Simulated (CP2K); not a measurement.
Crystal: Au.

```xyz
1
Lattice="2.8779 0.0000 0.0000 1.4390 2.4924 0.0000 1.4390 0.8308 2.3498" Properties=species:S:1:pos:R:3 pbc="T T T"
Au    0.0000    0.0000    0.0000
```

Base run:

- Program: CP2K 2026.2
- Functional: PBEsol
- Potentials or basis: POTENTIAL_UZH Au GTH-PBE-q11; TZVP-MOLOPT-PBE-GTH basis
- Density cutoff: 9524 eV
- k mesh: 11 × 11 × 11
- Occupations: fermi-dirac, width 0.05 eV
- Spin: no spin polarisation

Its results: band gap on the k mesh none (metal or under the smearing width); pressure 8.8 GPa.

Question: After a change of settings the same cell gave: band gap on the k mesh none (metal or under the smearing width); pressure 6.4 GPa. Which change was it?
A. functional from PBEsol to TPSS
B. functional from PBEsol to optB88-vdW
C. functional from PBEsol to AM05
D. functional from PBEsol to LDA

Answer: D.

LDA binds more tightly than PBEsol, so the same cell stands under less pressure.

Caveats: the potentials were made for another functional, which shifts forces and pressure; the basis of atomic orbitals isn't converged, which shifts pressures, moduli and gaps.

Runs at the PBE level aren't shown here.
